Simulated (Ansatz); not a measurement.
A (111) slab of SiMo3 (Pm-3n (No. 223)), 15 planes, outer planes Mo (top) and Mo (bottom), with 31 atoms (Si7Mo24) in a surface cell of A = 40.937 Å², as cut from the bulk:

```
CELL_PARAMETERS angstrom
6.87532 0.00000 0.00000
-3.43766 5.95420 0.00000
0.00000 0.00000 24.82393
ATOMIC_POSITIONS crystal
Mo 0.91667 0.33333 0.30213
Mo 0.41667 0.08333 0.30213
Mo 0.66667 0.58333 0.30213
Si 0.33333 0.66667 0.33040
Mo 0.25000 0.25000 0.35866
Mo 0.75000 0.00000 0.35866
Mo 0.00000 0.75000 0.35866
Si 0.66667 0.33333 0.38693
Mo 0.58333 0.66667 0.41520
Mo 0.08333 0.41667 0.41520
Mo 0.33333 0.91667 0.41520
Si 0.00000 0.00000 0.44347
Mo 0.91667 0.58333 0.47173
Mo 0.41667 0.33333 0.47173
Mo 0.66667 0.08333 0.47173
Si 0.33333 0.66667 0.50000
Mo 0.25000 0.00000 0.52827
Mo 0.75000 0.75000 0.52827
Mo 0.00000 0.25000 0.52827
Si 0.66667 0.33333 0.55653
Mo 0.58333 0.91667 0.58480
Mo 0.08333 0.66667 0.58480
Mo 0.33333 0.41667 0.58480
Si 0.00000 0.00000 0.61307
Mo 0.91667 0.33333 0.64134
Mo 0.41667 0.08333 0.64134
Mo 0.66667 0.58333 0.64134
Si 0.33333 0.66667 0.66960
Mo 0.25000 0.25000 0.69787
Mo 0.75000 0.00000 0.69787
Mo 0.00000 0.75000 0.69787
```

All numbers below come from DFT PBEsol, scalar-relativistic, plane waves, PAW (Ansatz 0.2.0). Cutoff 420 eV; k points 6×6×1 on the computed 31-atom cell (Γ-centred); Gaussian smearing, width 0.10 eV; no spin polarisation.

The relaxed slab holds 7 formula units of SiMo₃ and 3 further Mo. Against those formula units in the bulk and the further Mo in its standard state it lies 17.396 eV higher. The formation energy of SiMo₃ from the standard states is -1.483 eV a formula unit (uncorrected, no zero-point or thermal terms).

(1) Over what range can the chemical potential of Mo vary, and what is the surface energy at both ends?

(2) How does its energy depend on growth conditions?

## Answers

(1) In contact with the bulk, 3μ(Mo) + μ(Si) is fixed. With Δμ counted from the standard states, Δμ(Mo) ≤ 0 keeps elemental Mo from forming, and Δμ(Si) ≤ 0 requires Δμ(Mo) ≥ ΔH/3 = -0.494 eV. Other compounds of Mo and Si can narrow this range. Then γ, the mean of both faces, = [17.396 eV − 3.00·Δμ(Mo)]/(2A). At the Mo-rich end (Δμ = 0): 17.396/(2 × 40.937) × 16.02 = 3.40 J/m². At the Mo-poor end: (17.396 + 1.482)/(2 × 40.937) × 16.02 = 3.69 J/m².

(2) It carries an excess of Mo, so its energy falls by 0.59 J/m² for each eV that μ(Mo) rises: Mo-rich conditions lower it; whether it appears depends on the other terminations.

The surface is costly throughout the allowed range: 3.40 J/m² at the Mo-rich end and 3.69 J/m² at the Mo-poor end. The likely main reason is the loss of metal-metal bonding. In the A15 structure Mo forms closely spaced chains along the three cube axes, and a (111) cut severs all three sets, leaving Mo atoms with unsaturated d states. With a roughly half-filled d band, where bonding states are largely occupied and antibonding ones largely empty, such bonds are strong. The chemical potential matters less, because the Mo excess is small and is shared between two faces.

The Mo-rich end corresponds to real coexistence with elemental Mo. The Mo-poor end probably can't be reached in equilibrium, since Mo5Si3 should form before elemental Si does. Inversion relates the two faces of the cut slab, so the mean also describes each face if relaxation preserves that symmetry. Without energies for other orientations, neither the preferred cleavage plane nor the equilibrium crystal shape follows.
